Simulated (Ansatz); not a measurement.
# W: how the settings move a single-point run

Question: which choices in the input matter for W?

The COD cell was measured well above room temperature, so it is larger than a cold one.

Method: reference: DFT, r2SCAN, PAW with Ansatz's default frozen-core files, scalar-relativistic, in Ansatz 0.2.0.

## (1) The starting structure

Symmetry: Im-3m, No. 229, cubic system. Conventional cell: a = 3.195 Å, b = 3.195 Å, c = 3.195 Å, α = 90.00°, β = 90.00°, γ = 90.00°. Around W (site symmetry m-3m) lie 8 W at 2.77 Å.

As a file:

```cif
data_structure
_symmetry_space_group_name_H-M 'P 1'
_symmetry_Int_Tables_number 1
_cell_length_a 2.7666
_cell_length_b 2.7666
_cell_length_c 2.7666
_cell_angle_alpha 109.471
_cell_angle_beta 109.471
_cell_angle_gamma 109.471
_cell_volume 16.30
loop_
_atom_site_label
_atom_site_type_symbol
_atom_site_fract_x
_atom_site_fract_y
_atom_site_fract_z
_atom_site_occupancy
W1 W 0.00000 0.00000 0.00000 1
```

## (2) The reference run

The input, input.yaml:

```yaml
crystal:
  lattice:
    - [-1.5973, 1.5973, 1.5973]
    - [1.5973, -1.5973, 1.5973]
    - [1.5973, 1.5973, -1.5973]
  atoms:
    - { symbol: W, position: [0.0, 0.0, 0.0] }
kpoints:
  mp_grid: { grid: [14, 14, 14] }
  band_path:
    path:
      - [0.0, 0.0, 0.0]
      - [0.5, -0.5, 0.5]
      - [0.0, 0.0, 0.5]
      - [0.0, 0.0, 0.0]
      - [0.25, 0.25, 0.25]
      - [0.5, -0.5, 0.5]
      - [0.25, 0.25, 0.25]
      - [0.0, 0.0, 0.5]
    npoints: 5
scf:
  occupations: { method: fermi_dirac, width: 0.03 }
hamiltonian:
  xc: r2scan
  pseudopotentials: { kind: paw }
output:
  forces: true
  stress: true
  eigenvalues: true
  efg: { contact_densities: true }
```

The run is started by

```
> ansatz run input.yaml --threads 1 --pin off --max-ram 2048MiB --backend cpu --events-out ev --progress --plain --runs-dir out
```

## (3) Changing settings: starting moments, mp_grid.grid [21, 21, 21], hubbard.sites [{species: W, l: d, u_eff: 4.0}], hubbard.double_counting fll, spin_polarized true

input.yaml: that of step 2 with these lines changed.

```diff
@@ -6,5 +6,5 @@
   atoms:
-    - { symbol: W, position: [0.0, 0.0, 0.0] }
+    - { symbol: W, position: [0.0, 0.0, 0.0], spin: 0.2 }
 kpoints:
-  mp_grid: { grid: [14, 14, 14] }
+  mp_grid: { grid: [21, 21, 21] }
   band_path:
@@ -25,2 +25,3 @@
   pseudopotentials: { kind: paw }
+  hubbard: { sites: [{ species: W, l: d, u_eff: 4.0 }], double_counting: fll }
 output:
@@ -30 +31,3 @@
   efg: { contact_densities: true }
+magnetization:
+  spin_polarized: true
```

Before running it: what results should come out? Wanted: for each run, ending; energy change; pressure; gap; force.

As calculated:

```
                                                                                                                                             run     ending                                        energy change  pressure (GPa)  gap (eV)  force (eV/Å)  cycles   time
                                                                                                                                       reference  converged                                                    0            -7.1      0.00          0.00       6  5.5 s
1: starting moments, mp_grid.grid [21, 21, 21], hubbard.sites [{species: W, l: d, u_eff: 4.0}], hubbard.double_counting fll, spin_polarized true  converged  +4.82 eV/atom (U changed: no physical gain or loss)            -3.0      0.00          0.00      44   91 s
```

Residual by cycle in the longest SCF loop of each run; runs are numbered as in the table. The quantity is the density residual dr2, in eV.

```
cycle  reference    run 1
    1    0.00157    0.079
    3     1.3e-5  0.00702
    5     5.6e-8   0.0438
    7          -  0.00212
    9          -   0.0035
   11          -  0.00267
   14          -   4.7e-5
   16          -   3.0e-6
   18          -   6.0e-7
   20          -   3.0e-8
   22          -   1.4e-9
   24          -  4.7e-11
```

**Reading.** Changing the spin polarisation, k-point mesh and Hubbard U moves the energy by +4.82 eV/atom, and the pressure goes from -7.1 to -3.0 GPa. The U term adds an energy of its own, so the shift says nothing about which run is better. Cost: 44 SCF cycles against 6, 91 s against 5.5 s. A changed U is a change of model: its shifts are not errors of convergence.
